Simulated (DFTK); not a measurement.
Crystal: WC.

```
CELL_PARAMETERS angstrom
0.00000 2.19268 2.19268
2.19268 0.00000 2.19268
2.19268 2.19268 0.00000
ATOMIC_POSITIONS crystal
W 0.00000 0.00000 0.00000
C 0.50000 0.50000 0.50000
```

Measurements of this composition are mostly on another form, of space group No. 187.

- Program: DFTK 0.8.2
- Task: single point
- Functional: PBEsol
- Potentials or basis: dojo.nc.sr.pbesol.v0_4_1.standard.upf (PBEsol)
- Cutoff: 1116 eV
- k mesh: 10 × 10 × 10
- Occupations: fermi-dirac, width 0.05 eV
- Spin: no spin polarisation

On this cell: pressure -9.9 GPa; largest force zero by symmetry; band gap on the k mesh none (metal or under the smearing width).

The same run follows on a disturbed copy (atoms moved at random, drawn with an rms of 0.05 Å):

```
CELL_PARAMETERS angstrom
0.00000 2.19268 2.19268
2.19268 0.00000 2.19268
2.19268 2.19268 0.00000
ATOMIC_POSITIONS crystal
W 0.98258 0.99518 0.00280
C 0.51745 0.50594 0.48678
```

Task: What changes?

Result: The energy (extrapolated to zero smearing) moves by +19.5 meV/atom; pressure -7.9 GPa; largest force 0.713 eV/Å; band gap on the k mesh none (metal or under the smearing width).

Forces in eV/Å, atoms in the order of the input:
```
W   -0.077  0.280  0.652
C    0.077 -0.280 -0.652
```

Stress tensor (GPa, compression positive):
```
-9.94 -0.01  0.00
-0.01 -9.11 -0.01
 0.00 -0.01 -4.74
```
